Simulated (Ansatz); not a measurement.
Runs of Ansatz 0.2.0 on BaS. It takes space group Fm-3m (No. 225, cubic). Conventional cell: a = 6.388 Å, b = 6.388 Å, c = 6.388 Å, α = 90.00°, β = 90.00°, γ = 90.00°. Around Ba (site symmetry m-3m) lie 6 S at 3.19 Å. Around S (site symmetry m-3m) lie 6 Ba at 3.19 Å. 

```tsv
task	level	potentials or basis	spin	cell	k mesh	cutoff (eV)	smearing	driver	delta	atoms under strain	points for each segment of the path	other keys	mesh quality	gap on the mesh (eV)	pressure (GPa)	moment (μB)
single point	PBEsol+D3(BJ)+ATM	Ansatz PAW	collinear, ferromagnetic start	volume scaled by 0.96	7 × 7 × 7	420	tetrahedron	chain	-	-	-	-	not flagged	2.07	-0.9	0.00
single point	BPBE+D3(BJ)	Ansatz PAW	SOC, no magnetisation	as given	7 × 7 × 7	420	gaussian 0.1 eV	calculator	-	-	-	-	not flagged	2.24	(b)	-
band structure	r2SCAN0+D4	JTH PAW	off	as given	4 × 4 × 4	780	fermi-dirac 0.05 eV	chain	-	-	4	-	coarse	3.94	(a)	-
band structure	HF	PseudoDojo LDA	off	as given	5 × 5 × 5	770	cold 0.05 eV	chain	-	-	4	-	not flagged	9.16	5.9	-
single point	PBEsol+D3(BJ)-ATM	Ansatz PAW	collinear, ferromagnetic start	volume scaled by 0.96	7 × 7 × 7	420	tetrahedron	-	-	-	-	-	not flagged	2.07	-0.9	0.00
band structure	PBEsol	PseudoDojo PBEsol stringent	off	atoms moved at random, drawn with an rms of 0.05 Å	6 × 6 × 6	770	fermi-dirac 0.025 eV	chain	-	-	14	accuracy = high; scf.algorithm = direct_min	not flagged	2.09	-1.2	-
```

Estimate the missing entries.

(a) 0.5; (b) -2.5.

Caveats: some runs use coarse meshes; spin-orbit coupling is left out, which moves the levels of the heavy elements (some runs); odd divisions of the mesh miss points on the zone boundary, where band edges often lie, so the gap on the mesh can be too wide (some runs); with tetrahedron occupations forces and stress needn't match the slope of the energy (some runs); the starting moments weren't kept (some runs); the potentials were made for another functional, which shifts forces and pressure (some runs); the thresholds are loose for stress (some runs); the dispersion damping was fitted for another functional or another form of the correction (some runs).

A k mesh can miss the band edges, and rows without SOC leave out spin-orbit coupling on Ba.

Runs at the PBE level aren't shown here.
